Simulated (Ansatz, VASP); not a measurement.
# One calculation of HfB, two programs

Contents of INCAR:

```
SYSTEM = HfB
PREC = Accurate
ENCUT = 520
EDIFF = 1E-7
ISMEAR = -1
SIGMA = 0.05
LREAL = .False.
LASPH = .True.
NELM = 100
ALGO = Normal
ISIF = 2
LWAVE = .False.
LCHARG = .False.
GGA = PE
NBANDS = 14
```

The input KPOINTS:

```
regular mesh
0
Gamma
  10 10 10
  0 0 0
```

Contents of POSCAR:

```
HfB
1.0
    0.0000000000      2.3403982228      2.3403982228
    2.3403982228      0.0000000000      2.3403982228
    2.3403982228      2.3403982228      0.0000000000
Hf B
1 1
Direct
    0.5000000000      0.5000000000      0.5000000000
    0.0000000000      0.0000000000      0.0000000000
```

File input.yaml:

```yaml
crystal:
  lattice:
    - [0.0, 2.3403982228, 2.3403982228]
    - [2.3403982228, 0.0, 2.3403982228]
    - [2.3403982228, 2.3403982228, 0.0]
  atoms:
    - { symbol: Hf, position: [0.5, 0.5, 0.5] }
    - { symbol: B, position: [0.0, 0.0, 0.0] }
kpoints:
  mp_grid: { grid: [10, 10, 10] }
scf:
  occupations: { method: fermi_dirac, width: 0.05 }
hamiltonian:
  xc: pbe
  pseudopotentials: { kind: all_electron, lapw: { basis_error: 0.0005 } }
output:
  forces: true
  stress: true
  eigenvalues: true
```

Change from the starting cell: volume scaled by 1.04.

Alike in both runs: task single point; functional PBE; k mesh 10 × 10 × 10; occupations fermi-dirac, width 0.05 eV; no spin polarisation.

|  | VASP | Ansatz |
| --- | --- | --- |
| version | VASP 6.6.1 | Ansatz 0.2.0 |
| potentials or method | VASP PAW PBE potentials, release 64 (Hf_pv, B) | all-electron LAPW, scalar-relativistic |
| plane-wave cutoff (eV) | 520 | see its input |

Ansatz gave:

- gap on the k mesh at the Fermi level (eV): none
- pressure (GPa): 19.6

**Question.** What did VASP give for the same quantities?

**Answer.** gap on the k mesh at the Fermi level (eV): none; pressure (GPa): 20.2.

A gap of «none» marks a metal or a gap that the smearing closes. Ansatz ran all-electron here, so the differences hold the error of VASP's frozen core and of both bases.

Caveats: so large a pressure means that the cell lies far from this level's equilibrium, or that cutoff or potentials fall short (VASP). Spin-orbit coupling is left out, which matters for the levels of Hf.
